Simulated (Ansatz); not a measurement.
A film clamped to a substrate in TiC

Level of theory: DFT PBEsol, scalar-relativistic, plane waves, PAW (Ansatz 0.2.0). Cutoff 420 eV, Γ-centred 24×24×24 k-points, Gaussian smearing of 0.15 eV. No spin polarisation. Energies are free energies at this smearing, counted from the undisturbed cell; pressure is positive in compression.

Reference structure (relaxed at this level):

```
Ti C
1.0
     0.00000    2.14669    2.14669
     2.14669    0.00000    2.14669
     2.14669    2.14669    0.00000
Ti C
1 1
Cartesian
  0.0000 0.0000 0.0000
  2.1467 2.1467 2.1467
```

The cell (2 atoms, V0 = 19.78 Å³) is strained by p along both x and y and by q along z, fractional coordinates fixed. τp = (1/V0) ∂E/∂p = (σxx + σyy)(1 + p)(1 + q) and τq = (1/V0) ∂E/∂q = σzz(1 + p)², with tension positive.

```
     p q  ΔE (meV/atom)  τp (GPa)  τq (GPa)
 0.000   0.000           0.00      0.04      0.02
-0.025   0.000          28.40    -38.40     -6.22
 0.025   0.000          24.16     30.01      6.10
 0.000  -0.025          11.71     -6.25    -15.90
 0.000   0.025           9.79      6.08     12.10
```

Q: Get the second derivatives of the energy density.

A: Central differences give A = ∂τp/∂p = 1368 GPa (C11 + C22 + 2 C12), C = ∂τq/∂q = 560 GPa (C33) and the cross term B = ∂τq/∂p = 246 GPa (C13 + C23); ∂τp/∂q = 247 GPa must equal B, and any difference shows higher-order terms. The ions are clamped. In a cubic crystal C11 = C = 560, C12 = B/2 = 123 GPa and A should be 2(C11 + C12) = 1366 GPa; the bulk modulus is (C11 + 2 C12)/3 = 269 GPa.

Q: A film of this crystal grows with z along the normal on a substrate that imposes p. How does its thickness respond, and what does the misfit cost?

A: Count p and q from the stress-free cell. A free surface needs τq = 0, so q = −(B/C) p = -0.44 p. The energy density left is (A − B²/C) p²/2 = M p², with the biaxial modulus M = 630 GPa; a misfit of 1 % costs 3.89 meV/atom, against 4.22 meV/atom if the thickness were held.

At p = 0.050 the energies along q are 102.9 (q = -0.050), 82.1 (q = -0.025), 89.1 (q = 0.000), 117.0 (q = 0.025), 160.4 (q = 0.050) meV/atom.

Q: Does the linear rule hold at this misfit?

A: A parabola through the lowest point and its neighbours has its minimum at q = -0.019, 81.3 meV/atom. With the stress left in the starting cell, τp0 and τq0, linear elasticity gives q = −(τq0 + Bp)/C = -0.022 and E = V0(τp0 p + τq0 q + Ap²/2 + Bpq + Cq²/2)/N = 97.3 meV/atom. The energies differ by more than a tenth, so the quadratic law fails here: the gap holds the anharmonic part, with some error from the wide steps. Cubic terms also shift the vertex of so wide a parabola.

In a metal these slopes depend on the k mesh and the smearing.

TiC resists stretching along a cube axis far more strongly than it couples that strain to the transverse directions: C11 is 560 GPa, C12 only 123 GPa. This fits rocksalt bonding, in which directional Ti 3d–C 2p σ bonds run along the cube axes and take the axial load directly. The weak coupling also explains why letting the film thickness relax lowers the misfit cost only from 4.22 to 3.89 meV/atom. Clamping the ions costs nothing here, since both atoms remain at inversion centres under these strains and no internal displacement is induced.

The harmonic estimate is too high at the larger tensile misfit because short-range repulsion rises steeply when bonds are compressed, while the restoring force weakens as they are stretched. The same asymmetry appears at smaller in-plane strain, where compression costs 28.40 meV/atom and equal tension 24.16. A compressed film would therefore probably exceed the harmonic cost. The biaxial modulus applies to a cube-face film; other orientations also require the shear constant C44, which these strains don't probe.
